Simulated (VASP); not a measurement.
# Si2W under changes of volume

One of the cells (13.188 Å³/atom); the others are scaled copies at fixed shape and fractional positions:

```xyz
3
Lattice="-1.5947 1.5947 3.8893 1.5947 -1.5947 3.8893 1.5947 1.5947 -3.8893" Properties=species:S:1:pos:R:3 pbc="T T T"
W     0.0000    0.0000    7.7785
Si    0.0000    0.0000    5.1744
Si    1.5947    1.5947   -1.2851
```

- Program: VASP 6.6.1
- Functional: LDA
- Potentials or basis: VASP PAW LDA potentials, release 64 (W_sv, Si)
- Cutoff: 520 eV
- k mesh: 10 × 10 × 10
- Occupations: fermi-dirac, width 0.05 eV
- Spin: no spin polarisation

```csv
volume (Å³/atom),energy over the lowest point (meV/atom),pressure (GPa),largest force (eV/Å)
12.660,17.42,10.8,0.128
12.924,?,?,?
13.188,0.00,0.1,0.007
13.451,3.72,-4.5,0.049
13.715,14.62,-8.6,0.101
```

Question: What does the run at 12.924 Å³/atom give?

Answer: Energy over the lowest point 4.27 meV/atom; pressure 5.2 GPa; largest force 0.066 eV/Å.

Worked out: A Birch-Murnaghan fit of order 2 (a polynomial in V^(-2/3)) to the other rows has its minimum at 13.19 Å³/atom with B0 = V·E''(V) = 242 GPa at fixed shape and positions, which overstates the stiffness. It gives 4.30 meV/atom at 12.924 Å³/atom, against the run's 4.27, and -dE/dV = 5.2 GPa, against 5.2.

Energies are extrapolated to zero smearing.
